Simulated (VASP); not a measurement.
**A VASP 6.6.1 single-point calculation on SrO**

INCAR

```
NELM = 120
METAGGA = MBJ
NSW = 0
LASPH = .TRUE.
PREC = Accurate
ENCUT = 520
ISIF = 2
LREAL = .FALSE.
SIGMA = 0.02
IBRION = -1
ISMEAR = -1
EDIFF = 1E-7
LCHARG = .FALSE.
NBANDS = 15
LWAVE = .FALSE.
```

KPOINTS

```
KPOINTS created by Atomic Simulation Environment
0
Gamma
8 8 8
0 0 0
```

POSCAR

```
Sr O
 1.0000000000000000
     0.1150148237000000    2.5917114565000001    2.5917114565000001
     2.5917114565000001    0.1150148237000000    2.5917114565000001
     2.5917114565000001    2.5917114565000001    0.1150148237000000
 Sr  O
   1   1
Cartesian
  0.0000000000000000  0.0000000000000000  0.0000000000000000
  2.6492188683500006  2.6492188683500006  2.6492188683500006
```

The recommended PBE PAW datasets give the neutral cell 16 valence electrons.

Command

```
mpirun -np 1 vasp_std
```

**Question.** Predict the outcome of this run.

**Answer.** It converged. Results: gap between bands v and c on the k mesh 4.82 eV; least direct gap on the k mesh 4.87 eV. Band v is the last that the valence electrons fill when counted band by band, and c is the next.

OSZICAR

```
N       E                     dE             d eps       ncg     rms          rms(c)
DAV:   1     0.243070044475E+03    0.24307E+03   -0.84446E+03  1958   0.104E+03
DAV:   2     0.163561913591E+03   -0.79508E+02   -0.72497E+02  2716   0.221E+02
DAV:   3     0.160250479479E+03   -0.33114E+01   -0.32925E+01  2548   0.409E+01
DAV:   4     0.160198871665E+03   -0.51608E-01   -0.51594E-01  2297   0.515E+00
DAV:   5     0.160197679929E+03   -0.11917E-02   -0.11917E-02  2439   0.607E-01    0.207E+01
DAV:   6     0.160087513841E+03   -0.11017E+00   -0.18530E+01  2734   0.395E+01    0.290E+01
DAV:   7     0.159756520547E+03   -0.33099E+00   -0.26705E+00  1964   0.147E+01    0.114E+01
DAV:   8     0.161638171849E+03    0.18817E+01   -0.36533E+00  2062   0.148E+01    0.107E+01
DAV:   9     0.161804474884E+03    0.16630E+00   -0.20081E+00  2034   0.147E+01    0.531E+00
DAV:  10     0.162839413820E+03    0.10349E+01   -0.44837E-01  1986   0.715E+00    0.652E+00
...
DAV:  59     0.163227059220E+03    0.51299E-05   -0.37565E-11   975   0.592E-05    0.259E-05
DAV:  60     0.163227058630E+03   -0.59014E-06   -0.76828E-12   975   0.267E-05    0.285E-05
DAV:  61     0.163227059095E+03    0.46514E-06   -0.42775E-13   975   0.839E-06    0.229E-05
DAV:  62     0.163227058278E+03   -0.81660E-06    0.12710E-12   975   0.691E-06    0.218E-05
DAV:  63     0.163227059378E+03    0.10995E-05    0.25406E-13   975   0.715E-06    0.149E-05
DAV:  64     0.163227062340E+03    0.29625E-05   -0.37926E-12   975   0.159E-05    0.527E-06
DAV:  65     0.163227064365E+03    0.20244E-05   -0.14810E-12   975   0.133E-05    0.474E-06
DAV:  66     0.163227066084E+03    0.17192E-05    0.69085E-14   975   0.949E-06    0.124E-06
DAV:  67     0.163227066128E+03    0.44368E-07    0.19691E-13   975   0.544E-06
   1 F= 0.16322707E+03 E0= 0.16322707E+03  d E =-.305755E-12
```

The MBJ potential has no energy functional, so only its levels carry meaning.

For comparison, a separate PBE run of the intended cell, on usual settings and not on those above, gives a gap of 3.15 eV on its mesh and a pressure of 8.0 GPa.
